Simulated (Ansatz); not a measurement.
**InSb: stress in a strained cell**

Aim: deform InSb (equal xx and yy strain of +1 %) and compute stress, forces and field gradients with LAPW, PAW and all-electron datasets made for the crystal.

Computed with Ansatz 0.2.0 (DFT LDA, scalar-relativistic, unless a step's input says otherwise).

## (1) The structure to begin with

Symmetry: Pmmn, No. 59, orthorhombic system. Conventional cell: a = 5.357 Å, b = 5.712 Å, c = 3.063 Å, α = 90.00°, β = 90.00°, γ = 90.00°. In (site symmetry mm2) has 4 Sb at 2.73 to 2.90 Å and 2 In at 3.06 Å as nearest neighbours. Sb (site symmetry mm2) is surrounded by 4 In at 2.73 to 2.90 Å and 2 Sb at 3.06 Å.

Structure file:

```
CELL_PARAMETERS angstrom
5.35700 0.00000 0.00000
0.00000 5.71200 0.00000
0.00000 0.00000 3.06300
ATOMIC_POSITIONS crystal
In 0.00000 0.00000 0.00000
In 0.50000 0.50000 0.00000
Sb 0.50000 0.00000 0.83500
Sb 0.00000 0.50000 0.16500
```

Atoms are numbered in the order of the input: In1, In2, Sb3, Sb4.

## (2) The deformed structure

Space group Pmmn before, Pmmn after.

## (3) LAPW, all electrons

Contents of input.yaml:

```yaml
crystal:
  lattice:
    - [5.41057, 0.0, 0.0]
    - [0.0, 5.76912, 0.0]
    - [0.0, 0.0, 3.063]
  atoms:
    - { symbol: In, position: [0.0, 0.0, 0.0] }
    - { symbol: In, position: [0.5, 0.5, 0.0] }
    - { symbol: Sb, position: [0.5, 0.0, 0.835] }
    - { symbol: Sb, position: [0.0, 0.5, 0.165] }
kpoints:
  mp_grid: { grid: [6, 6, 11] }
  band_path:
    path:
      - [0.0, 0.0, 0.0]
      - [0.5, 0.0, 0.0]
      - [0.5, 0.5, 0.0]
      - [0.0, 0.5, 0.0]
      - [0.0, 0.0, 0.0]
      - [0.0, 0.0, 0.5]
      - [0.5, 0.0, 0.5]
      - [0.5, 0.5, 0.5]
      - [0.0, 0.5, 0.5]
    npoints: 5
scf:
  occupations: { method: fermi_dirac, width: 0.08 }
hamiltonian:
  xc: lda
  pseudopotentials: { kind: all_electron, lapw: { basis_error: 0.001 } }
output:
  forces: true
  stress: true
  eigenvalues: true
```

Run with:

```bash
ansatz run input.yaml --threads 1 --pin off --max-ram 6144MiB --backend cpu --events-out ev --progress --plain --runs-dir out
```

## (4) PAW on the default files

Contents of input.yaml:

```yaml
crystal:
  lattice:
    - [5.41057, 0.0, 0.0]
    - [0.0, 5.76912, 0.0]
    - [0.0, 0.0, 3.063]
  atoms:
    - { symbol: In, position: [0.0, 0.0, 0.0] }
    - { symbol: In, position: [0.5, 0.5, 0.0] }
    - { symbol: Sb, position: [0.5, 0.0, 0.835] }
    - { symbol: Sb, position: [0.0, 0.5, 0.165] }
kpoints:
  mp_grid: { grid: [6, 6, 11] }
scf:
  occupations: { method: fermi_dirac, width: 0.08 }
hamiltonian:
  xc: lda
  pseudopotentials: { kind: paw }
output:
  forces: true
  stress: true
  eigenvalues: true
  efg: { contact_densities: true }
```

## (5) Datasets made for this crystal

Changes to input.yaml since step 4:

```diff
@@ -16,3 +16,3 @@
   xc: lda
-  pseudopotentials: { kind: paw }
+  pseudopotentials: { kind: all_electron, datasets: crystal }
 output:
```

(Steps that only read results are left out.)

**Question.** What will these runs give? Wanted: pressure; largest shear or deviatoric stress.

**Answer**, as computed:

| quantity | value |
| --- | --- |
| pressure | LAPW 9.28, PAW 9.25, crystal datasets 9.28 GPa |
| largest shear or deviatoric stress (LAPW) | 9.64 GPa |

What this shows: The largest part of the stress beyond the pressure is 9.64 GPa in size, in the xx component; the atoms are carried along and not relaxed. No run of the undeformed cell stands beside it, so the pressure holds what the given cell had before the change. PAW: stress within 0.04 GPa of LAPW, forces within 1 meV/Å. Crystal datasets: stress within 0.01 GPa of LAPW, forces within 1 meV/Å. Spin-orbit coupling is left out, though the cell holds Sb; in elements this heavy it can shift bands and gaps by tenths of an eV.
